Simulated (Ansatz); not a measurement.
# Titanium, A15 under BLYP: relaxation and energy

The plan for titanium in the A15 structure: relax it, then solve it on a dense k-mesh. Spin polarisation is left out. The k-meshes are 5×5×5 for the relaxation; 7×7×7 for the dense run.

Method: DFT BLYP, plane waves (420 eV) with PAW, scalar-relativistic; PAW files made under PBE, frozen cores solved again for the functional, in Ansatz 0.2.0.

### Step 1. Starting point

It takes space group Pm-3n (No. 223, cubic). The conventional cell has a = 5.208 Å, b = 5.208 Å, c = 5.208 Å, α = 90.00°, β = 90.00°, γ = 90.00°. Ti (site symmetry m-3) has 12 Ti at 2.91 Å as nearest neighbours. Ti (site symmetry -4m2) has 6 Ti at 2.60 to 2.91 Å as nearest neighbours.

Coordinates:

```cif
data_structure
_symmetry_space_group_name_H-M 'Pm-3n'
_symmetry_Int_Tables_number 223
_cell_length_a 5.2081
_cell_length_b 5.2081
_cell_length_c 5.2081
_cell_angle_alpha 90.000
_cell_angle_beta 90.000
_cell_angle_gamma 90.000
_cell_volume 141.27
loop_
_atom_site_label
_atom_site_type_symbol
_atom_site_symmetry_multiplicity
_atom_site_Wyckoff_symbol
_atom_site_fract_x
_atom_site_fract_y
_atom_site_fract_z
_atom_site_occupancy
Ti1 Ti 2 a 0.00000 0.00000 0.00000 1
Ti2 Ti 6 c 0.25000 0.00000 0.50000 1
```

### Step 2. Relaxation of the cell

input.yaml reads:

```yaml
crystal:
  lattice:
    - [5.2080934678, 0.0, 0.0]
    - [0.0, 5.2080934678, 0.0]
    - [0.0, 0.0, 5.2080934678]
  atoms:
    - { symbol: Ti, position: [0.0, 0.0, 0.0] }
    - { symbol: Ti, position: [0.5, 0.5, 0.5] }
    - { symbol: Ti, position: [0.25, 0.0, 0.5] }
    - { symbol: Ti, position: [0.75, 0.0, 0.5] }
    - { symbol: Ti, position: [0.5, 0.25, 0.0] }
    - { symbol: Ti, position: [0.5, 0.75, 0.0] }
    - { symbol: Ti, position: [0.0, 0.5, 0.25] }
    - { symbol: Ti, position: [0.0, 0.5, 0.75] }
hamiltonian:
  xc: blyp
  pseudopotentials:
    kind: paw
    azcp:
      Ti: "pseudopotentials/Ti.paw.azcp"
basis:
  ecutwfc: 420
  fft_grid_basis: typed
kpoints:
  mp_grid: { grid: [5, 5, 5], shift: [0, 0, 0] }
magnetization:
  spin_polarized: false
scf:
  occupations: { method: fermi_dirac, width: 0.1 }
relax:
  max_steps: 60
  f_tol: 0.01
  cell: {}
```

Started as:

```sh
$ ansatz run input.yaml --threads 4 --pin off --max-ram 8192MiB --backend cpu --events-out ev --progress --plain --runs-dir out
```

Further steps of the session: The energy on a finer k-mesh.

Before running it: what results should come out? Wanted: space group; conventional cell; volume; shortest distance; gap on the mesh; relative to hcp.

**Answer**, as computed:

| quantity | value |
| --- | --- |
| space group (spins left aside) | Pm-3n (No. 223) |
| conventional cell | a = 5.234 Å |
| volume | 17.927 Å³/atom |
| shortest distance | 2.617 Å |
| gap on the mesh | none (levels filled in part) |
| relative to hcp | +176 meV/atom |

In words: From the guessed start the volume grew by 1.5 % in 4 steps. It lies 176 meV/atom above the element's reference form at the same level (hcp, from a run of its own). Levels at the Fermi energy are filled in part, as in a metal. The symmetry was held, so the structure may be unstable against distortions that break it.
